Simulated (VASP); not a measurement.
A run of VASP 6.6.1 is set up as follows.

Contents of INCAR:

```
ALGO = Normal ; EDIFF = 1E-6
EDIFFG = -0.01 ; ENCUT = 600
GGA = PE ; IBRION = 2
ISIF = 3 ; ISMEAR = -1
IVDW = 11 ; LASPH = True
LCHARG = False ; LREAL = False
LWAVE = False ; NELM = 80
NSW = 40 ; PREC = Accurate
SIGMA = 0.05
```

The input KPOINTS:

```
k-points
0
Gamma
  9 9 9
```

File POSCAR:

```
Te
1.0
    2.3059043427      1.3313144930      1.6909537039
   -2.3059043427      1.3313144930      1.6909537039
    0.0000000000     -2.6626289860      1.6909537039
Te
1
Direct
    0.5000000000      0.5000000000      0.5000000000
```

Potentials or basis: VASP PAW PBE potentials, release 64 (Te).

Run with:

```sh
$ cat potpaw_PBE.64/Te/POTCAR > POTCAR
$ mpirun -np 1 vasp_std > vasp.out
```

Q: Estimate the space group after relaxing (to 0.05 Å).

A: R-3m (No. 166).

Q: Predict the relaxed cell.

A: a = 3.175 Å, b = 3.175 Å, c = 3.175 Å, α = 91.43°, β = 91.43°, γ = 91.43°.

Q: What does it give for the relaxed volume?

A: 31.99 Å³/atom.

Final structure:
```
CELL_PARAMETERS angstrom
2.27321 1.31244 1.78700
-2.27321 1.31244 1.78700
0.00000 -2.62488 1.78700
ATOMIC_POSITIONS crystal
Te 0.50000 0.50000 0.50000
```

Caveat: pairwise dispersion overbinds metals, which lowers pressure and volume. Spin-orbit coupling is left out, which matters for the levels of Te.
